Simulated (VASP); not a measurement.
Wanted: the native input for a VASP 6.6.1 run.

```yaml
Task: single point
Functional: PBEsol
Potentials_or_basis: VASP PAW PBE potentials, release 64 (Fe, Si)
Cutoff: 350 eV
k_mesh: 2 × 3 × 3
Occupations: gaussian, width 0.03 eV
Spin: collinear spin, ferromagnetic start
Starting_moments: "[2.0, 0.0, 0.0, 0.0, 0.0, 0.0, 0.0, 0.0, 0.0, 0.0, 0.0, 0.0, 0.0, 0.0, 0.0, 0.0, 0.0, 0.0, 0.0, 0.0, 0.0, 0.0, 0.0, 0.0] μB"
Fixed_moment: 2 μB
Hubbard_terms: Fe d U = 6 eV
Dq: 0
Further_INCAR_settings: LREAL = Auto; ALGO = Normal; EDIFF = 1e-05; ISYM = 0
```

The structure of FeSi23 (a cell with a defect) lies in POSCAR:

```
FeSi23                                  
1.0
    0.0000000000      8.1555000000      8.1555000000
    5.4370000000      0.0000000000      5.4370000000
    5.4370000000      5.4370000000      0.0000000000
  Fe              Si            
     1    23
Direct
     0.0058304299341811    0.9963129132198052    0.9971838237051394
     0.9989388419068346    0.9997981975322898    0.5011342740929375
     0.9995710441281461    0.5030265224236389    0.9963860869409474
     0.9997808333433440    0.5012756140674179    0.4990638431356888
     0.3322001881649680    0.0010350643538519    0.9998531846947606
     0.3336445172963653    0.0002180597850626    0.4986004663256958
     0.3344086201471982    0.4995639268249047    0.9984121977388263
     0.3345136260157844    0.5003928753980619    0.4980109503772201
     0.6697536276068724    0.0009837392452812    0.9998182121696770
     0.6668942432014546    0.0012115265127810    0.4987486533728890
     0.6679076517404792    0.4997812776175996    0.9992863249859935
     0.6679819922106514    0.5007820779935410    0.4987851142140794
     0.0820304751186139    0.1288874920333951    0.1267116756760744
     0.0838395441802438    0.1269983011519113    0.6207232550343779
     0.0847488275343407    0.6200821361669774    0.1252716667255989
     0.0848001221078804    0.6252359549838968    0.6220212865678801
     0.4187297145582536    0.1240428075317042    0.1230577952800020
     0.4159935545192845    0.1255837956567977    0.6247138356455699
     0.4171504789346612    0.6255805726383816    0.1233996596363579
     0.4177899662436515    0.6251190336962110    0.6233063476836346
     0.7539868623979333    0.1247876261576089    0.1240566239567413
     0.7491715493494971    0.1258885157408391    0.6253579110221851
     0.7499853317296685    0.6265058063380790    0.1239811753414351
     0.7502069576296895    0.6264331629299602    0.6246706356763017
```

One way to write it, as run:

INCAR

```
PREC     = Accurate       # precision mode
ENCUT    = 350            # plane-wave cutoff, eV
EDIFF    = 1E-5           # SCF threshold, eV
ISMEAR   = 0              # smearing method
SIGMA    = 0.03           # smearing width, eV
LREAL    = Auto         
LASPH    = True           # aspherical terms in the spheres
NELM     = 120            # most SCF steps
ALGO     = Normal         # electronic algorithm
ISIF     = 2              # what is computed and relaxed
LWAVE    = False          # write WAVECAR
LCHARG   = False          # write CHGCAR
ISPIN    = 2              # spin polarisation
MAGMOM   = 2 0 0 0 0 0 0 0 0 0 0 0 0 0 0 0 0 0 0 0 0 0 0 0 # initial moments
LORBIT   = 11             # projections on sites
NUPDOWN  = 2              # fixed moment
LMAXMIX  = 4              # l up to which the mixer works
LDAU     = True           # DFT+U
LDAUTYPE = 2            
LDAUL    = 2 -1           # shell
LDAUU    = 6 0            # U, eV
LDAUJ    = 0 0          
LDAUPRINT= 1            
GGA      = PS             # functional
ISYM     = 0            
KPAR     = 4
```

KPOINTS

```
Automatic mesh
0
Gamma
  2 3 3
```

Potentials or basis: VASP PAW PBE potentials, release 64 (Fe, Si).

Command:

```sh
$ cat potpaw_PBE.64/Fe/POTCAR potpaw_PBE.64/Si/POTCAR > POTCAR
$ mpirun -np 4 vasp_std > vasp.out
```

It gave:

```json
{"Pressure": "0.0 GPa", "Largest force": "0.193 eV/Å", "Net moment": "2.00 μB per cell", "Site moments": "Fe +3.17; Si -0.01, -0.00, -0.09, -0.08, -0.03, -0.07 μB", "Valence electrons inside the program's atomic spheres": "Fe 7.10; Si 1.69, 1.68"}
```

Caveat: the PAW data sets were made with another functional, which shifts forces and pressure a little; the total moment is fixed, so each spin has its own Fermi level; the U is typed as a test and isn't derived for this compound.

It took 5.2 min on 4 MPI ranks on Intel(R) Xeon(R) 6975P-C (Granite Rapids) (shared host), peak memory 0.65 GiB a rank.
